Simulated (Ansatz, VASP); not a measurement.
## Hf in VASP and in Ansatz

File INCAR:

```
SYSTEM = Hf
PREC = Accurate
ENCUT = 520
EDIFF = 1E-7
ISMEAR = -1
SIGMA = 0.05
LREAL = .False.
LASPH = .True.
NELM = 100
ALGO = Normal
ISIF = 2
LWAVE = .False.
LCHARG = .False.
GGA = PE
NBANDS = 17
```

File KPOINTS:

```
regular mesh
0
Gamma
  10 10 5
  0 0 0
```

File POSCAR:

```
Hf
1.0
    3.2178708157      0.0000000000      0.0000000000
   -1.6089354078      2.7867578725      0.0000000000
    0.0000000000      0.0000000000      5.0912963404
Hf
2
Direct
    0.6666666667      0.3333333333      0.7500000000
    0.3333333333      0.6666666667      0.2500000000
```

File input.yaml:

```yaml
crystal:
  lattice:
    - [3.2178708157, 0.0, 0.0]
    - [-1.6089354078, 2.7867578725, 0.0]
    - [0.0, 0.0, 5.0912963404]
  atoms:
    - { symbol: Hf, position: [0.6666666667, 0.3333333333, 0.75] }
    - { symbol: Hf, position: [0.3333333333, 0.6666666667, 0.25] }
hamiltonian:
  xc: pbe
  pseudopotentials: { kind: paw }
kpoints:
  mp_grid: { grid: [10, 10, 5] }
scf:
  occupations: { method: fermi_dirac, width: 0.05 }
output:
  forces: true
  stress: true
  eigenvalues: true
  write_density: true
  write_potential: true
  elf: true
  volumetric_format: npy
```

Change from the starting cell: volume scaled by 1.02.

Alike in both runs: task single point; functional PBE; k mesh 10 × 10 × 5; occupations fermi-dirac, width 0.05 eV; no spin polarisation.

```csv
,VASP,Ansatz
version,VASP 6.6.1,Ansatz 0.2.0
potentials or method,"VASP PAW PBE potentials, release 64 (Hf_pv)",Ansatz PAW
plane-wave cutoff (eV),520,420
valence electrons in the cell,20,52
```

|  | VASP | Ansatz | Ansatz less VASP |
| --- | --- | --- | --- |
| gap on the k mesh at the Fermi level (eV) | none | none | - |
| pressure (GPa) | -1.9 | -1.5 | +0.44 |
| largest component of the traceless stress (GPa) | 0.36 | 0.31 | -0.058 |

A gap of «none» marks a metal or a gap that the smearing closes. With one functional, cell and mesh, what is left measures potentials, basis and numerics. The two sets of potentials don't hold the same shells in valence.

Spin-orbit coupling is left out, which matters for the levels of Hf.
